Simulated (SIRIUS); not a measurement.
The system is Au.

```xyz
1
Lattice="2.8779 0.0000 0.0000 1.4390 2.4924 0.0000 1.4390 0.8308 2.3498" Properties=species:S:1:pos:R:3 pbc="T T T"
Au    0.0000    0.0000    0.0000
```

```yaml
Program: SIRIUS 7.12.0
Task: relaxation of cell and atoms
Functional: PBE
Potentials_or_basis: PseudoDojo 0.4.1 PBE standard (scalar relativistic)
Cutoff: 1054 eV
Density_cutoff: 4214 eV
k_mesh: 6 × 6 × 6
Occupations: fermi-dirac, width 0.05 eV
Spin: no spin polarisation
```

At the start: pressure 11.7 GPa; volume 16.85 Å³/atom.

Where does the relaxation end?

Over 4 steps the energy falls by 40.4 meV/atom and the volume is 18.04 Å³/atom (+7.1 %); space group Fm-3m (No. 225, to 0.05 Å).

Step by step:
```
step  energy change (eV)  largest force (eV/Å)  pressure (GPa)  volume (Å³)
   1              0.0000                0.0000           11.74        16.85
   2             -0.0385                0.0000            2.26        17.77
   3             -0.0404                0.0000            0.26        18.01
   4             -0.0404                0.0000            0.01        18.04
```

Final structure:
```
Au
1.0
     2.94412    0.00000    0.00000
     1.47206    2.54968    0.00000
     1.47206    0.84989    2.40386
Au
1
Direct
  0.00000 0.00000 0.00000
```

Caveat: the k mesh is coarse (spacing up to 0.45 Å⁻¹), so the values aren't converged.
